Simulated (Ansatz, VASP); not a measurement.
Mo: VASP beside Ansatz

The input INCAR:

```
SYSTEM = Mo
  PREC = Accurate
  ENCUT = 520
  EDIFF = 1E-6
  ISMEAR = -1
  SIGMA = 0.05
  LREAL = .FALSE.
  LASPH = .TRUE.
  NELM = 60
  ALGO = Normal
  ISIF = 2
  LWAVE = .FALSE.
  LCHARG = .TRUE.
  GGA = CA
  LELF = .TRUE.
  LVHAR = .TRUE.
  NBANDS = 13
```

KPOINTS

```
Automatic mesh
0
G
  12 12 12
  0 0 0
```

File POSCAR:

```
Mo
1.0
   -1.6046509537      1.6046509537      1.6046509537
    1.6046509537     -1.6046509537      1.6046509537
    1.6046509537      1.6046509537     -1.6046509537
Mo
1
Direct
    0.0000000000      0.0000000000      0.0000000000
```

The input input.yaml:

```yaml
crystal:
  lattice:
    - [-1.6046509537, 1.6046509537, 1.6046509537]
    - [1.6046509537, -1.6046509537, 1.6046509537]
    - [1.6046509537, 1.6046509537, -1.6046509537]
  atoms:
    - { symbol: Mo, position: [0.0, 0.0, 0.0] }
kpoints:
  mp_grid: { grid: [12, 12, 12] }
scf:
  occupations: { method: fermi_dirac, width: 0.05 }
hamiltonian:
  xc: lda
  pseudopotentials: { kind: all_electron, lapw: { basis_error: 0.001 } }
output:
  forces: true
  stress: true
  eigenvalues: true
```

Change from the starting cell: volume scaled by 1.04.

Alike in both runs: task single point; functional LDA; k mesh 12 × 12 × 12; occupations fermi-dirac, width 0.05 eV; no spin polarisation.

```csv
,VASP,Ansatz
version,VASP 6.6.1,Ansatz 0.2.0
potentials or method,"VASP PAW LDA potentials, release 64 (Mo_sv)","all-electron LAPW, scalar-relativistic"
plane-wave cutoff (eV),520,see its input
```

Ansatz gave:

```
gap on the k mesh at the Fermi level (eV) : none
pressure (GPa)                            : -22.5
```

Question: What did VASP give for the same quantities?

Answer: gap on the k mesh at the Fermi level (eV): none; pressure (GPa): -21.7.

A gap of «none» marks a metal or a gap that the smearing closes. Ansatz ran all-electron here, so the differences hold the error of VASP's frozen core and of both bases.

Caveats: so large a pressure means that the cell lies far from this level's equilibrium, or that cutoff or potentials fall short (VASP).
